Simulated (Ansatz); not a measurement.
AgBr:

```
Ag Br
1.0
     0.00000    2.87015    2.87015
     2.87015    0.00000    2.87015
     2.87015    2.87015    0.00000
Ag Br
1 1
Direct
  0.00000 0.00000 0.00000
  0.50000 0.50000 0.50000
```

```yaml
Program: Ansatz 0.2.0
Task: relaxation of cell and atoms
Functional: PBE
Potentials_or_basis: all-electron LAPW, scalar-relativistic
Basis_error_allowed: 0.001 eV/atom
k_mesh: 8 × 8 × 8
Occupations: fermi-dirac, width 0.05 eV
Spin: no spin polarisation
```

At the start: volume 23.64 Å³/atom.

**Question.** Where does the relaxation end?

**Answer.** Over 4 steps the energy falls by 8.7 meV/atom and the volume is 24.93 Å³/atom (+5.5 %); space group Fm-3m (No. 225, to 0.05 Å).

Step by step:
| step | energy change (eV) | largest force (eV/Å) | volume (Å³) |
| --- | --- | --- | --- |
| 1 | 0.0000 | 0.0000 | 47.29 |
| 2 | -0.0169 | 0.0000 | 50.27 |
| 3 | -0.0174 | 0.0000 | 49.87 |
| 4 | -0.0174 | 0.0000 | 49.87 |

Final structure:
```xyz
2
Lattice="0.0000 2.9214 2.9214 2.9214 0.0000 2.9214 2.9214 2.9214 0.0000" Properties=species:S:1:pos:R:3 pbc="T T T"
Ag    0.0000    0.0000    0.0000
Br    2.9214    2.9214    2.9214
```
